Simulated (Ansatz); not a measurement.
HgTe, space group Cmcm, a conversion between chain and input file

Computed with Ansatz 0.2.0 through its Python package.

Notebook, run cell by cell (the value of a cell's last expression is shown):

In [1]:
```python
from pathlib import Path

import ansatz
```

In [2]:
```python
ECUT = 420
OCCUPATIONS = "fixed"
K_LENGTH = 20
MAX_SCF = 60
FUNCTIONAL = "pbesol"
```

In [3]:
```python
hgte = (
    ansatz.Lattice.of((2.99252, -3.46693, 0.0), (2.99252, 3.46693, 0.0), (0.0, 0.0, 5.79816))
    .atom("Hg", (0.34305, 0.65695, 0.75))
    .atom("Hg", (0.65695, 0.34305, 0.25))
    .atom("Te", (0.78481, 0.21519, 0.75))
    .atom("Te", (0.21519, 0.78481, 0.25))
)
```

In [4]:
```python
job = hgte.calculation()
job = job.basis(ECUT)
job = job.occupations(OCCUPATIONS).kpoints(length=K_LENGTH)
job = job.accuracy("medium")
job = job.scf(max_iterations=MAX_SCF)
job = job.functional(FUNCTIONAL)
job = job.eigensolver("auto").optics(broadening_width=0.1)
Path("written.yaml").write_text(job.to_yaml())
back = ansatz.Calculation.from_yaml("written.yaml")
print(back.to_python())
print("same input:", back.to_yaml() == job.to_yaml())
```
```text
(
    az.Lattice.of(((2.99252, -3.46693, 0.0), (2.99252, 3.46693, 0.0), (0.0, 0.0, 5.79816)))
    .atom("Hg", (0.34305, 0.65695, 0.75))
    .atom("Hg", (0.65695, 0.34305, 0.25))
    .atom("Te", (0.78481, 0.21519, 0.75))
    .atom("Te", (0.21519, 0.78481, 0.25))
    .calculation()
    .accuracy("medium")
    .basis(cutoff=420.0)
    .kpoints(4, 4, 3)
    .functional("pbesol")
    .scf(max_iterations=60)
    .occupations(method="fixed")
    .eigensolver(kind="auto")
    .optics(broadening_width=0.1)
)

same input: True
```

It writes `written.yaml`:
```yaml
crystal:
  lattice:
    - [2.99252, -3.46693, 0.0]
    - [2.99252, 3.46693, 0.0]
    - [0.0, 0.0, 5.79816]
  atoms:
    - { symbol: Hg, position: [0.34305, 0.65695, 0.75] }
    - { symbol: Hg, position: [0.65695, 0.34305, 0.25] }
    - { symbol: Te, position: [0.78481, 0.21519, 0.75] }
    - { symbol: Te, position: [0.21519, 0.78481, 0.25] }
accuracy: medium
basis:
  ecutwfc: 420.0
kpoints:
  mp_grid:
    grid: [4, 4, 3]
hamiltonian:
  xc: pbesol
scf:
  max_iter: 60
  occupations:
    method: fixed
  eigensolver:
    kind: auto
output:
  optics:
    sigma: 0.1
```

The input is only written out: it wasn't run, and its settings aren't tested. The structure comes from a database and needn't be a stable phase.
